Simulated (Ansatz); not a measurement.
# CuI: energy and pressure over a range of volumes

One table from this session's results is given with a row withheld; the runs are named, their logs left out.

Method: DFT LDA, scalar-relativistic, in Ansatz 0.2.0.

### The starting structure

Symmetry: Cmcm, No. 63, orthorhombic system. Conventional cell: a = 7.466 Å, b = 7.422 Å, c = 4.307 Å, α = 90.00°, β = 90.00°, γ = 90.00°. Cu (site symmetry m2m) is surrounded by 2 Cu at 2.46 Å and 3 I at 2.58 to 2.59 Å. Around I (site symmetry m2m) lie 3 Cu at 2.58 to 2.59 Å.

Coordinates:

```xyz
4
Lattice="3.7332 -3.7111 0.0000 3.7332 3.7111 0.0000 0.0000 0.0000 4.3070" Properties=species:S:1:pos:R:3 pbc="T T T"
Cu    3.7332    0.5905    3.2302
Cu    3.7332   -0.5905    1.0767
I     3.7332   -2.0043    3.2302
I     3.7332    2.0043    1.0767
```

Atoms are numbered in the order of the input: Cu1, Cu2, I3, I4.

Set-up of the first run:

Contents of input.yaml:

```yaml
crystal:
  lattice:
    - [3.6569591127, -3.6353286563, 0.0]
    - [3.6569591127, 3.6353286563, 0.0]
    - [0.0, 0.0, 4.2190750878]
  atoms:
    - { symbol: Cu, position: [0.42043883, 0.57956117, 0.75] }
    - { symbol: Cu, position: [0.57956117, 0.42043883, 0.25] }
    - { symbol: I, position: [0.77004268, 0.22995732, 0.75] }
    - { symbol: I, position: [0.22995732, 0.77004268, 0.25] }
kpoints:
  mp_grid: { grid: [5, 5, 6] }
  band_path:
    path:
      - [0.0, 0.0, 0.0]
      - [0.5, 0.5, 0.0]
      - [0.4970513089, 0.5029486911, 0.0]
      - [-0.4970513089, 0.4970513089, 0.0]
      - [0.0, 0.0, 0.0]
      - [0.0, 0.0, 0.5]
      - [-0.4970513089, 0.4970513089, 0.5]
      - [0.4970513089, 0.5029486911, 0.5]
      - [0.5, 0.5, 0.5]
    npoints: 5
scf:
  occupations: { method: fermi_dirac, width: 0.02 }
hamiltonian:
  xc: lda
  pseudopotentials: { kind: all_electron, lapw: { basis_error: 0.0005 } }
output:
  forces: true
  stress: true
  eigenvalues: true
```

Run with:

```sh
ansatz run input.yaml --threads 1 --pin off --max-ram 6144MiB --backend cpu --events-out ev --progress --plain --runs-dir out
```

Among the steps run: Volume × 0.94, LAPW; Volume × 0.94, PAW; Volume × 0.94, crystal datasets; Volume × 0.98, LAPW; Volume × 0.98, PAW; Volume × 0.98, crystal datasets; Volume × 1.01, LAPW; Volume × 1.01, PAW; Volume × 1.01, crystal datasets; Volume × 1.04, LAPW; Volume × 1.04, PAW; Volume × 1.04, crystal datasets.

One table of the session follows, with a row left open; its other results are not shown here.

It belongs to the step «The equation of state». 

| method | volume (Å³/atom) | pressure (GPa) | gap on the k mesh (eV) | largest force (eV/Å) |
| --- | --- | --- | --- | --- |
| LAPW | 28.045 | -0.55 | 0.92 | 0.148 |
| LAPW | 29.238 | -2.32 | 0.88 | 0.226 |
| LAPW | 30.133 | -3.37 | 0.85 | 0.465 |
| LAPW | 31.028 | -4.23 | 0.82 | 0.675 |
| PAW | 28.045 | -0.55 | 0.92 | 0.147 |
| PAW | 29.238 | -2.32 | 0.88 | 0.227 |
| PAW | 30.133 | -3.37 | 0.85 | 0.466 |
| PAW | 31.028 | -4.23 | 0.82 | 0.675 |
| crystal datasets | 28.045 | ? | ? | ? |
| crystal datasets | 29.238 | -2.32 | 0.88 | 0.226 |
| crystal datasets | 30.133 | -3.37 | 0.85 | 0.465 |
| crystal datasets | 31.028 | -4.23 | 0.82 | 0.674 |

Q: Estimate the row for crystal datasets, 28.045 from the others.

**Answer.** pressure (GPa): -0.55; gap on the k mesh (eV): 0.92; largest force (eV/Å): 0.149.

Caveats from the session: Warnings in the runs' records: gradients without spin orbit, crystal datasets made.
